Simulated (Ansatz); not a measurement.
# Si4W2Cl: the cost of one run

Program: Ansatz 0.2.0. Level of theory: DFT PBE, scalar-relativistic, plane waves, PAW. These are calculated values, not measurements.

2 further runs of the same task are left out: 2 set aside as unsound or not needed.

## (1) Starting point

It takes space group I4/mmm (No. 139, tetragonal). Conventional cell: a = 3.212 Å, b = 3.212 Å, c = 7.880 Å, α = 90.00°, β = 90.00°, γ = 90.00°. Si (site symmetry 4mm) has 5 Si at 2.62 to 2.63 Å and 5 W at 2.62 Å as nearest neighbours. Around W (site symmetry 4/mmm) lie 10 Si at 2.62 Å.

Coordinates:

```cif
data_structure
_symmetry_space_group_name_H-M 'I4/mmm'
_symmetry_Int_Tables_number 139
_cell_length_a 3.2120
_cell_length_b 3.2120
_cell_length_c 7.8800
_cell_angle_alpha 90.000
_cell_angle_beta 90.000
_cell_angle_gamma 90.000
_cell_volume 81.30
loop_
_atom_site_label
_atom_site_type_symbol
_atom_site_symmetry_multiplicity
_atom_site_Wyckoff_symbol
_atom_site_fract_x
_atom_site_fract_y
_atom_site_fract_z
_atom_site_occupancy
Si1 Si 4 e 0.00000 0.00000 0.33300 1
W1 W 2 a 0.00000 0.00000 0.00000 1
```

Source of the structure: the Crystallography Open Database.

## (6) The grid

Atoms count from 1 in the order of the input.

Cl is moved over the surface cell; relaxed at each place: the height of the adsorbate's atoms; substrate rigid; the origin of the map has the adsorbate above Si6.

The axes are (1) position of Cl7 along the first surface vector, from above Si6: 8 values from 0.000 to 0.875, periodic; (2) position of Cl7 along the second surface vector, from above Si6: 8 values from 0.000 to 0.875, periodic.

Relaxed at each point: the height of the adsorbate's atoms; substrate rigid. Points are written as (first, second).

The two vectors of the plane (Å): (3.229, 0.000, 0.000); (0.000, 3.229, 0.000).

(The set-up runs are not shown.)

## (7) The run at (0/8, 0/8) of the map's two axes

Contents of input.yaml:

```yaml
crystal:
  lattice:
    - [3.2290359795, 0.0, 0.0]
    - [0.0, 3.2290359795, 0.0]
    - [0.0, 0.0, 21.9368337387]
  atoms:
    - { symbol: Si, position: [0.0, 0.0, 0.1823417202] }
    - { symbol: W, position: [0.5, 0.5, 0.2416720671] }
    - { symbol: Si, position: [0.0, 0.0, 0.301002414] }
    - { symbol: Si, position: [0.5, 0.5, 0.359013132] }
    - { symbol: W, position: [0.0, 0.0, 0.4178417948] }
    - { symbol: Si, position: [0.5, 0.5, 0.4757675544] }
    - { symbol: Cl, position: [0.5, 0.5, 0.5733203747] }
basis:
  ecutwfc: 420
kpoints:
  mp_grid: { grid: [8, 8, 1] }
hamiltonian:
  xc: pbe
scf:
  occupations: { method: gaussian, width: 0.1 }
output:
  forces: true
  eigenvalues: true
relax:
  adjacent_minimum: "off"
  f_tol: 0.025
  max_steps: 16
  constraints: [{ sites: [0, 1, 2, 3, 4, 5] }, { sites: [6], fix: xy }]
efield:
  axis: 3
  dipole_correction: true
  ramp_width: 0.04
```

Run with:

```console
$ ansatz run input.yaml --threads 1 --pin off --max-ram 3072MiB --backend cpu --events-out ev --progress --plain --runs-dir out
```

What time and memory should one allow on 1 thread of AMD EPYC 9R45 (Zen 5), shared host?

About 16 s, with a peak of 0.51 GiB.
